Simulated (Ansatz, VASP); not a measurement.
# Al2O3 in VASP and in Ansatz

```
Al O
1.0
     2.38099    1.37467    4.32695
    -2.38099    1.37467    4.32695
     0.00000   -2.74933    4.32695
Al O
4 6
Direct
  0.35210 0.35210 0.35210
  0.14790 0.14790 0.14790
  0.64790 0.64790 0.64790
  0.85210 0.85210 0.85210
  0.55644 0.94356 0.25000
  0.25000 0.55644 0.94356
  0.94356 0.25000 0.55644
  0.44356 0.05644 0.75000
  0.75000 0.44356 0.05644
  0.05644 0.75000 0.44356
```

Alike in both runs: functional PBE; k mesh 6 × 6 × 6; occupations gaussian, width 0.02 eV; no spin polarisation.

Ansatz relaxed the structure, and its values are those at the end. VASP's run is a single point on that final structure, the one shown.

|  | VASP | Ansatz |
| --- | --- | --- |
| version | VASP 6.6.1 | Ansatz 0.2.0 |
| potentials or method | VASP PAW PBE potentials, release 64 (Al, O) | scalar-relativistic, plane waves, PAW |
| plane-wave cutoff (eV) | 520 | 420 |
| valence electrons in the cell | 48 | 48 |

```tsv
	VASP	Ansatz	Ansatz less VASP
gap on the k mesh at the Fermi level (eV)	6.22	6.22	0.000
least direct gap on the mesh (eV)	6.22	6.22	0.000
pressure (GPa)	7.3	7.5	+0.14
```

A k mesh can miss the band edges. PBE gaps usually lie below the measured ones, often by a third to a half.
